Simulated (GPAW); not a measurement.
Crystal: TiAl.

```
CELL_PARAMETERS angstrom
3.17906 0.00000 0.00000
0.00000 3.17906 0.00000
0.00000 0.00000 3.17906
ATOMIC_POSITIONS crystal
Ti 0.00000 0.00000 0.00000
Al 0.50000 0.50000 0.50000
```

The cell comes from a database or a generator and needn't be the stable form of this composition.

* Program: GPAW 26.7.0
* Task: single point
* Functional: PBE
* Potentials or basis: GPAW PAW data sets (gpaw-data 1.2.1)
* Cutoff: 600 eV
* Basis: pw
* k mesh: 8 × 8 × 8
* Occupations: fermi-dirac, width 0.05 eV
* Spin: no spin polarisation

On this cell: pressure 0.7 GPa; largest force zero by symmetry; band gap on the k mesh none (metal or under the smearing width).

The same run follows on a disturbed copy (atoms moved at random, drawn with an rms of 0.05 Å):

```xyz
2
Lattice="3.1791 0.0000 0.0000 0.0000 3.1791 0.0000 0.0000 0.0000 3.1791" Properties=species:S:1:pos:R:3 pbc="T T T"
Ti   -0.0036    0.0241    0.0054
Al    1.6191    1.6101    1.5915
```

**Question.** What changes?

**Answer.** The energy (extrapolated to zero smearing) moves by +1.8 meV/atom; pressure 0.8 GPa; largest force 0.214 eV/Å; band gap on the k mesh none (metal or under the smearing width).

Forces on the atoms (eV/Å):
```
Ti   0.211 -0.023 -0.022
Al  -0.211  0.022  0.022
```
